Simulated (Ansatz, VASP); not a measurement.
Ru in VASP and in Ansatz

File INCAR:

```
  PREC = Accurate
  ENCUT = 520
  EDIFF = 1E-7
  ISMEAR = -1
  SIGMA = 0.1
  LREAL = False
  LASPH = True
  NELM = 100
  ALGO = Normal
  ISIF = 2
  LWAVE = False
  LCHARG = False
  GGA = PS
  NBANDS = 13
```

File KPOINTS:

```
regular mesh
0
Gamma
  16 16 16
```

POSCAR

```
Ru
1.0
    0.0000000000      1.8595294319      1.8595294319
    1.8595294319      0.0000000000      1.8595294319
    1.8595294319      1.8595294319      0.0000000000
Ru
1
Direct
    0.0000000000      0.0000000000      0.0000000000
```

Input for Ansatz:

```yaml
crystal:
  lattice:
    - [0.0, 1.8595294319, 1.8595294319]
    - [1.8595294319, 0.0, 1.8595294319]
    - [1.8595294319, 1.8595294319, 0.0]
  atoms:
    - { symbol: Ru, position: [0.0, 0.0, 0.0] }
hamiltonian:
  xc: pbesol
  pseudopotentials:
    kind: paw
    azcp:
      Ru: "pseudopotentials/Ru.paw.azcp"
basis:
  ecutwfc: 420
  fft_grid_basis: typed
kpoints:
  mp_grid: { grid: [16, 16, 16], shift: [0, 0, 0] }
magnetization:
  spin_polarized: false
scf:
  occupations: { method: fermi_dirac, width: 0.1 }
  lower_state_search: "off"
output:
  stress: true
```

Alike in both runs: task single point; functional PBEsol; k mesh 16 × 16 × 16; occupations fermi-dirac, width 0.1 eV; no spin polarisation.

|  | VASP | Ansatz |
| --- | --- | --- |
| version | VASP 6.6.1 | Ansatz 0.2.0 |
| potentials or method | VASP PAW PBE potentials, release 64 (Ru_pv) | plane waves (420 eV) with PAW, scalar-relativistic |
| plane-wave cutoff (eV) | 520 | 420 |
| valence electrons in the cell | 14 | 16 |

```csv
,VASP,Ansatz,Ansatz less VASP
pressure (GPa),15.2,15.2,-0.01
```

The two sets of potentials don't hold the same shells in valence. Ansatz warned: «pseudo_functional_mismatch».

Caveats: so large a pressure means that the cell lies far from this level's equilibrium, or that cutoff or potentials fall short (VASP); the potentials were made for another functional, which shifts forces and pressure (VASP).
